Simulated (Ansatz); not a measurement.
This guess for C is about to be relaxed.

```xyz
12
Lattice="2.0531 -3.6681 0.0000 2.0531 3.6681 0.0000 0.0000 0.0000 4.6219" Properties=species:S:1:pos:R:3 pbc="T T T"
C     0.7699    0.7088    1.6118
C     0.7699   -0.7088    3.0101
C     1.2831    0.7088    3.0101
C     1.2831   -0.7088    1.6118
C     3.3362   -0.7088    3.0101
C     3.3362    0.7088    1.6118
C     2.8230   -0.7088    1.6118
C     2.8230    0.7088    3.0101
C     1.2841    1.8340    0.7236
C     1.2841   -1.8340    3.8983
C     2.8220   -1.8340    3.8983
C     2.8220    1.8340    0.7236
```

Method: DFT PBE, scalar-relativistic, plane waves, PAW (Ansatz). Cutoff 420 eV, Gaussian smearing, Γ-centred meshes. Cell and atoms relax first on a coarse mesh and then on a converged one. In between, the cell is made exact in the group found at 0.06 Å. The steps can't lower the symmetry of their start. No spin polarisation.

A guess keeps its type if space group and coordination stay and the shape of the cell changes little (axis ratios within about 15 %, angles within 6°); the volume may change.

Problem. Does it keep its structure type, or change into something else?

Solution. It keeps its type. The symmetry stays Cmme (No. 67). The volume per atom grows by 5.3 %, from 5.8 to 6.1 Å³. The shortest distance goes from 1.49 Å (C–C) to 1.53 Å (C–C). Counting neighbours within 15 % of an atom's shortest distance, the start has C 4 and the end C 4.

Energies count from the standard state of C at the same level.

Problem. At what energy does it end?

Solution. +0.408 eV/atom. So it is a metastable form at best.

The last run used a 6×6×6 mesh for its 12-atom cell and Gaussian smearing of 0.02 eV. The reference form of C is held partly by dispersion forces, which this level lacks. A later test with randomly moved atoms came back to the same energy, though modes that don't fit the test's cell weren't probed. Another cell of C relaxed alike, in Fmmm, lies 0.41 eV/atom lower, so this cell isn't the stable form at this level.
